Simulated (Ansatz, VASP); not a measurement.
**La2O3 in VASP and in Ansatz**

```
La O
1.0
     3.93570    0.00000    0.00000
    -1.96785    3.40841    0.00000
     0.00000    0.00000    6.12476
La O
2 3
Direct
  0.66667 0.33333 0.75389
  0.33333 0.66667 0.24611
  0.66667 0.33333 0.35395
  0.33333 0.66667 0.64605
  0.00000 0.00000 0.00000
```

Alike in both runs: functional r2SCAN; k mesh 6 × 6 × 4; no spin polarisation.

Ansatz relaxed the structure, and its values are those at the end. VASP's run is a single point on that final structure, the one shown.

|  | VASP | Ansatz |
| --- | --- | --- |
| version | VASP 6.6.1 | Ansatz 0.2.0 |
| potentials or method | VASP PAW PBE potentials, release 64 (La, O) | plane waves, PAW |
| plane-wave cutoff (eV) | 520 | 500 |
| occupations | gaussian, width 0.01 eV | fixed |
| valence electrons in the cell | 40 | 40 |

Ansatz gave:

| Item | Value |
| --- | --- |
| pressure (GPa) | 0.0 |
| rms of the force components (eV/Å) | 0.002 |

Estimate VASP's values.

pressure (GPa): -0.5; rms of the force components (eV/Å): 0.012.

Caveats: the PAW data sets were made with another functional, which shifts forces and pressure a little (VASP); spin-orbit coupling is left out, which moves the levels of the heavy elements. A k mesh can miss the band edges. r2SCAN opens gaps a little over a GGA but as a rule still falls short of measured ones.
